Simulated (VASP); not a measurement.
# P (Cmce) in VASP: further runs

One crystal, P, is run at these levels: PBE, PBEsol; tasks: single point.

All numbers are computed with VASP 6.6.1; they aren't measurements. Logs are shortened: lines on timing, memory, paths and dates and some standing lists are left out, and cuts for length are marked.

## 1. Starting point

It takes space group Cmce (No. 64, orthorhombic). The conventional cell has a = 3.318 Å, b = 10.198 Å, c = 4.171 Å, α = 90.00°, β = 90.00°, γ = 90.00°. P (site symmetry m) is surrounded by 3 P at 2.22 to 2.25 Å.

## 2. Single point, PBE

Input file INCAR:

```
ALGO = Fast
EDIFF = 1E-6
ENCUT = 600
GGA = PE
ISIF = 2
ISMEAR = 0
KPAR = 4
LASPH = True
LCHARG = False
LREAL = False
LWAVE = False
NBANDS = 18
NELM = 120
PREC = Accurate
SIGMA = 0.02
```

Input file KPOINTS:

```
k-points
0
Gamma
  10 10 7
```

Input file POSCAR:

```
P                                       
1.0
    1.6588370446     -5.0988726779     -0.0000000000
    1.6588370446      5.0988726779      0.0000000000
    0.0000000000     -0.0000000000      4.1712965232
  P             
     4
Direct
     0.1060452640824326    0.8939547359175675    0.0726360135275234
     0.6060452640824325    0.3939547359175674    0.4273639864724766
     0.8939547359175675    0.1060452640824326    0.9273639864724765
     0.3939547359175674    0.6060452640824325    0.5726360135275235
```

Potentials or basis: VASP PAW PBE potentials, release 64 (P).

The run is started by

```
$ cat potpaw_PBE.64/P/POTCAR > POTCAR
$ mpirun -np 4 vasp_std > vasp.out
```

OUTCAR:

```text
EDIFF = 1E-6
   ENCUT = 600
   GGA = PE
   ISIF = 2
   ISMEAR = 0
   LASPH = True
   LREAL = False
   NELM = 120
   PREC = Accurate

 ion  position               nearest neighbor table
   1  0.106  0.894  0.073-   2 2.22   2 2.22   3 2.25
   2  0.606  0.394  0.427-   1 2.22   1 2.22   4 2.25
   3  0.894  0.106  0.927-   4 2.22   4 2.22   1 2.25
   4  0.394  0.606  0.573-   3 2.22   3 2.22   2 2.25

  LATTYP: Found a base centered orthorhombic cell.
 ALAT       =     3.3176740892
 B/A-ratio  =     3.0737634504
 C/A-ratio  =     1.2572954459

  Lattice vectors:

 A1 = (   1.6588370446,  -5.0988726779,   0.0000000000)
 A2 = (   1.6588370446,   5.0988726779,   0.0000000000)
 A3 = (   0.0000000000,   0.0000000000,   4.1712965232)

Analysis of symmetry for initial positions (statically):
=====================================================================
 Subroutine PRICEL returns:
 Original cell was already a primitive cell.

 Routine SETGRP: Setting up the symmetry group for a
 base centered orthorhombic supercell.

 Subroutine GETGRP returns: Found  8 space group operations
 (whereof  4 operations were pure point group operations)
 out of a pool of  8 trial point group operations.

The static configuration has the point symmetry C_2h.
 The point group associated with its full space group is D_2h.

Analysis of symmetry for dynamics (positions and initial velocities):
=====================================================================
 Subroutine PRICEL returns:
 Original cell was already a primitive cell.

 Routine SETGRP: Setting up the symmetry group for a
 base centered orthorhombic supercell.

 Subroutine GETGRP returns: Found  8 space group operations
 (whereof  4 operations were pure point group operations)
 out of a pool of  8 trial point group operations.

The dynamic configuration has the point symmetry C_2h.
 The point group associated with its full space group is D_2h.

 Subroutine INISYM returns: Found  8 space group operations
 (whereof  4 operations are pure point group operations),
 and found     1 'primitive' translations

----------------------------------------------------------------------------------------

                                     Primitive cell

  volume of cell :      70.5633

  direct lattice vectors                    reciprocal lattice vectors
[... 91 lines left out ...]
   EDIFF  = 0.1E-05   stopping-criterion for ELM
   LREAL  =      F    real-space projection
   EDIFFG = 0.1E-04   stopping-criterion for IOM
   NSW    =      0    number of steps for IOM
   IBRION =     -1    ionic relax: 0-MD 1-quasi-New 2-CG
   NFREE  =      0    steps in history (QN), initial steepest desc. (CG)
   ISIF   =      2    stress and relaxation
   ISYM   =      2    0-nonsym 1-usesym 2-fastsym
   POTIM  = 0.5000    time-step for ionic-motion
   TEBEG  =    0.0;   TEEND  =   0.0 temperature during run
   PSTRESS=    0.0 pullay stress
   NELECT =      20.0000    total number of electrons
   NUPDOWN=      -1.0000    fix difference up-down
   EMIN   =  10.00;   EMAX   =-10.00  energy-range for DOS
   EFERMI =   0.00;   METHOD = LEGACY
   ISMEAR =     0;   SIGMA  =   0.02  broadening in eV -4-tet -1-fermi 0-gaus
   EFERMI_NEDOS =   21; number of points for ismear=-14 and -15
   IALGO  =     68    algorithm
   IMIX   =      4    mixing-type and parameters
     AMIX     =   0.40;   BMIX     =  1.00
     AMIX_MAG =   1.60;   BMIX_MAG =  1.00
  volume/ion in A,a.u.               =      17.64       119.05
  Fermi-wavevector in a.u.,A,eV,Ry     =   1.075371  2.032157 15.734101  1.156424
  Thomas-Fermi vector in A             =   2.211226
   LORBIT       =      0    0 simple, 1 ext, 2 COOP (PROOUT), +10 PAW based schemes
   GGA     = PE    functional components
   LHFCALC =     F    Hartree Fock is set to
   AEXX    =    0.0000 exact exchange contribution
   IVDW    =     0    specifies the selected vdW correction
   LEPSILON=     F    determine dielectric tensor
   LRPA    =     F    only Hartree local field effects (RPA)
 non-spin polarized calculation
 RMM-DIIS sequential band-by-band and
 Gauss-broadening in eV      SIGMA  =   0.02
  energy-cutoff  :      600.00
  volume of cell :       70.56
 maximum number of plane-waves:      2383
 NGX is ok and might be reduce to    48
   NGX = 21   NGY = 21   NGZ = 17

 number of electron      20.0000000 magnetization

 Free energy of the ion-electron system (eV)
  ---------------------------------------------------
  ext. energy  EPLUGINS =         0.00000000
  ---------------------------------------------------
  free energy    TOTEN  =       -21.37748118 eV

  energy without entropy =      -21.37739882  energy(sigma->0) =      -21.37744000

 E-fermi :   7.4856     XC(G=0): -10.2573

 val. band max:        7.3871523878   @ k =  -0.4000   0.3000   0.0000
 cond. band min:       7.4876222133   @ k =   0.5000   0.1000   0.0000
 fundamental gap:      0.1004698254
 Fermi energy:         7.4855702654

 k-point     1 :       0.0000    0.0000    0.0000
  band No.  band energies     occupation
      1      -8.6272      2.00000
      2      -5.2831      2.00000
      3      -1.7684      2.00000
      4       0.1000      2.00000
      5       2.2921      2.00000
      6       3.1436      2.00000
[... 481 lines left out ...]
      5       1.8288      2.00000
      6       2.2692      2.00000
[... 10 lines left out ...]
     17      13.6503      0.00000
     18      14.4040      0.00000

 [... further k-points ...]

------------------------ aborting loop because EDIFF is reached ----------------------------------------

  FORCE on cell =-STRESS in cart. coord.  units (eV):
  Direction    XX          YY          ZZ          XY          YZ          ZX
  --------------------------------------------------------------------------------------
  -------------------------------------------------------------------------------------
  Total        1.5915831      1.6100365      1.6653238      0.0000000     -0.0000000      0.0000000
  in kB       36.1377366     36.5567307     37.8120587      0.0000000     -0.0000000      0.0000000
  external PRESSURE =      36.8355087 kB  Pullay stress =       0.0000000 kB

 VOLUME and BASIS-vectors are now :
 -----------------------------------------------------------------------------
  energy-cutoff  :      600.00
  volume of cell :       70.56
      direct lattice vectors                 reciprocal lattice vectors
     1.658837045 -5.098872678  0.000000000     0.301415984 -0.098060891  0.000000000
     1.658837045  5.098872678  0.000000000     0.301415984  0.098060891  0.000000000
     0.000000000  0.000000000  4.171296523     0.000000000  0.000000000  0.239733616

 POSITION                                       TOTAL-FORCE (eV/Angst)
 -----------------------------------------------------------------------------------
      1.65884      4.01745      0.30299         0.000000      0.007637     -0.002849
      1.65884     -1.08142      1.78266         0.000000      0.007637      0.002849
      1.65884     -4.01745      3.86831         0.000000     -0.007637      0.002849
      1.65884      1.08142      2.38863         0.000000     -0.007637     -0.002849
 -----------------------------------------------------------------------------------
    total drift:                                0.000000     -0.000000      0.000000

  FREE ENERGIE OF THE ION-ELECTRON SYSTEM (eV)
  ---------------------------------------------------
  free  energy   TOTEN  =       -21.3774811769 eV

  energy  without entropy=      -21.3773988247  energy(sigma->0) =      -21.37744000
```

OSZICAR:

```text
N       E                     dE             d eps       ncg     rms          rms(c)
DAV:   1     0.594831109666E+02    0.59483E+02   -0.91380E+03  4464   0.107E+03
DAV:   2    -0.178159822227E+02   -0.77299E+02   -0.74041E+02  5876   0.158E+02
DAV:   3    -0.214817410625E+02   -0.36658E+01   -0.36338E+01  5966   0.338E+01
DAV:   4    -0.215172278187E+02   -0.35487E-01   -0.35455E-01  5786   0.398E+00
DAV:   5    -0.215177334244E+02   -0.50561E-03   -0.50553E-03  5778   0.462E-01    0.104E+01
RMM:   6    -0.214184969226E+02    0.99237E-01   -0.48220E-02  4607   0.101E+00    0.627E+00
RMM:   7    -0.213779096406E+02    0.40587E-01   -0.98425E-02  4820   0.156E+00    0.209E-01
RMM:   8    -0.213772594424E+02    0.65020E-03   -0.91168E-03  4944   0.604E-01    0.651E-02
RMM:   9    -0.213774283594E+02   -0.16892E-03   -0.14484E-03  5506   0.241E-01    0.733E-02
RMM:  10    -0.213774744084E+02   -0.46049E-04   -0.25292E-04  5245   0.106E-01    0.362E-02
RMM:  11    -0.213774788032E+02   -0.43948E-05   -0.95983E-05  5461   0.596E-02    0.241E-02
RMM:  12    -0.213774806552E+02   -0.18520E-05   -0.19802E-05  5527   0.300E-02    0.981E-03
RMM:  13    -0.213774811769E+02   -0.52178E-06   -0.55446E-06  4508   0.150E-02
   1 F= -.21377481E+02 E0= -.21377440E+02  d E =-.823522E-04
```

It took 46 s on 4 MPI ranks of Intel Xeon Platinum 8488C (Sapphire Rapids), shared host; peak memory 0.33 GiB.

What came out:

- Free energy: -21.3775 eV
- Pressure: 3.7 GPa
- Largest force: 0.008 eV/Å
- Band gap on the k mesh: none (metal or under the smearing width)

Forces on the atoms (eV/Å):
```
P    0.000  0.008 -0.003
P    0.000  0.008  0.003
P    0.000 -0.008  0.003
P    0.000 -0.008 -0.003
```

## 3. Single point, PBEsol

Edit INCAR of step 2 so:

```diff
@@ -2,4 +2,4 @@
 EDIFF = 1E-6
-ENCUT = 600
-GGA = PE
+ENCUT = 300
+GGA = PS
 ISIF = 2
```

KPOINTS is that of step 2.

POSCAR is that of step 2.

Potentials or basis: VASP PAW PBE potentials, release 64 (P).

The run is started by

```
$ cat potpaw_PBE.64/P/POTCAR > POTCAR
$ mpirun -np 4 vasp_std > vasp.out
```

It took 13 s on 4 MPI ranks of Intel Xeon Platinum 8488C (Sapphire Rapids), shared host; peak memory 0.17 GiB.

Results (log left out):

| Item | Value |
| --- | --- |
| Free energy | -23.0292 eV |
| Pressure | 0.4 GPa |
| Largest force | 0.060 eV/Å |
| Band gap on the k mesh | none (metal or under the smearing width) |

Forces on the atoms (eV/Å):
```
P    0.000 -0.019 -0.057
P    0.000 -0.019  0.057
P    0.000  0.019  0.057
P    0.000  0.019 -0.057
```

Stress tensor (GPa, compression positive):
```
0.35 0.00 0.00
0.00 0.54 0.00
0.00 0.00 0.44
```

Levels at points of the mesh, in eV from the Fermi level:
```csv
k point,band 6,band 7,band 8,band 9,band 10,band 11,band 12,band 13,band 14,band 15
"(0.00, 0.00, 0.00)",-4.24,-4.12,-2.91,-2.68,-1.40,0.95,1.14,1.83,3.42,5.46
"(0.50, 0.00, 0.00)",-5.08,-3.26,-3.26,-2.69,-2.69,0.74,0.74,1.02,1.02,3.36
"(0.50, 0.50, 0.00)",-5.26,-4.40,-2.18,-1.84,-0.42,0.44,0.59,2.41,3.13,5.74
```

Caveat: the cutoff is under 1.25 times the usual one of these potentials, so pressure, stress and relaxed cells hold a basis-set (Pulay) error; the PAW data sets were made with another functional, which shifts forces and pressure a little.

## 4. Single point, PBEsol

Edit INCAR of step 3 so:

```diff
@@ -2,3 +2,3 @@
 EDIFF = 1E-6
-ENCUT = 300
+ENCUT = 600
 GGA = PS
```

KPOINTS is that of step 3.

POSCAR is that of step 3.

The run is started by

```
$ cat potpaw_PBE.64/P/POTCAR > POTCAR
$ mpirun -np 4 vasp_std > vasp.out
```

Wall time 45 s (4 MPI ranks of Intel Xeon Platinum 8488C (Sapphire Rapids), shared host); peak memory 0.33 GiB.

It converged, with:

* Free energy: -23.0472 eV
* Pressure: 0.7 GPa
* Largest force: 0.046 eV/Å
* Band gap on the k mesh: none (metal or under the smearing width)

Forces in eV/Å, atoms in the order of the input:
```
P    0.000 -0.011 -0.045
P    0.000 -0.011  0.045
P    0.000  0.011  0.045
P    0.000  0.011 -0.045
```

Stress tensor (GPa, compression positive):
```
0.53 0.00 0.00
0.00 0.78 0.00
0.00 0.00 0.67
```

Levels at points of the mesh, in eV from the Fermi level:
```
           k point  band 6  band 7  band 8  band 9  band 10  band 11  band 12  band 13  band 14  band 15
(0.00, 0.00, 0.00)   -4.24   -4.11   -2.91   -2.67    -1.40     0.95     1.14     1.83     3.42     5.46
(0.50, 0.00, 0.00)   -5.07   -3.26   -3.26   -2.69    -2.69     0.74     0.74     1.02     1.02     3.35
(0.50, 0.50, 0.00)   -5.26   -4.40   -2.18   -1.84    -0.42     0.44     0.59     2.41     3.13     5.73
```

Caveat: the PAW data sets were made with another functional, which shifts forces and pressure a little.

## 5. Summary

| level | cutoff (eV) | gap on the mesh (eV) | pressure (GPa) | largest force (eV/Å) |
| --- | --- | --- | --- | --- |
| PBE | 600 | none | 3.7 | 0.01 |
| PBEsol | 300 | none | 0.4 | 0.06 |
| PBEsol | 600 | none | 0.7 | 0.05 |

Alike in all rows: task single point; potentials or basis VASP PAW PBE potentials, release 64 (P); no spin polarisation; cell as given; k mesh 10 × 10 × 7; smearing gaussian 0.02 eV.

Every run on the cell as given and a fine mesh finds a metal. The pressure there spans 0.4 GPa (PBEsol) to 3.7 GPa (PBE); a positive pressure means that this level wants a larger cell, a negative one a smaller.

Caveats: the PAW data sets were made with another functional, which shifts forces and pressure a little (some runs); the cutoff is under 1.25 times the usual one of these potentials, so pressure, stress and relaxed cells hold a basis-set (Pulay) error (some runs).

Absolute energies hang on the potentials; compare differences alone.
